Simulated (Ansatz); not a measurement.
Stoichiometric slabs of TiSi₂ (Fddd (No. 70)), cut along different planes. They are 10 to 14 Å thick, cut from the relaxed bulk and then relaxed; γ is the mean of both faces, φ the top face's.

```cif
data_structure
_symmetry_space_group_name_H-M 'Fddd:1'
_symmetry_Int_Tables_number 70
_cell_length_a 4.7807
_cell_length_b 8.2320
_cell_length_c 8.5162
_cell_angle_alpha 90.000
_cell_angle_beta 90.000
_cell_angle_gamma 90.000
_cell_volume 335.15
loop_
_atom_site_label
_atom_site_type_symbol
_atom_site_symmetry_multiplicity
_atom_site_Wyckoff_symbol
_atom_site_fract_x
_atom_site_fract_y
_atom_site_fract_z
_atom_site_occupancy
Ti1 Ti 8 b 0.75000 0.25000 0.25000 1
Si1 Si 16 f 0.75000 0.58733 0.25000 1
```

Theory: DFT r2SCAN, scalar-relativistic, plane waves, PAW in Ansatz 0.2.0. Cutoff 500 eV, k spacing 0.19 to 0.25 Å⁻¹, dipole correction; spin where the bulk is magnetic.

| slab | cell (Å²) | γ as cut (J/m²) | γ relaxed (J/m²) | φ (eV) |
| --- | --- | --- | --- | --- |
| (111), Si/Si | 22.5 | 2.38 | 1.62 | 4.50 |
| (010), Si/Si | 20.4 | 2.09 | 1.96 | 4.64 |
| (001), TiSi2/TiSi2 | 19.7 | 2.04 | 2.02 | 3.56 |
| (111), Si/Si | 22.5 | 2.19 | 2.05 | 4.06 |
| (110), Si/Si | 40.5 | 2.47 | 2.31 | 4.09 |

Q: Estimate γ for (011), Ti/Si (cell 28.3 Å², bulk gap 0.0 eV).

A: 2.73 J/m² as cut and 2.48 J/m² relaxed, the highest of the 6.

Q: Which of these faces must appear on a crystal's equilibrium shape?

A: By Wulff's rule each face lies at a distance from the centre in proportion to its γ, so the lowest, (111), Si/Si at 1.62 J/m², lies nearest and is sure to appear among those computed; areas also depend on angles and on how many equivalent faces there are.

Where a slab's two faces differ, γ is their mean, each face has its own, which moves with the chemical potentials, and such polar cuts usually reconstruct, which these small cells can't show; the order above holds for the means.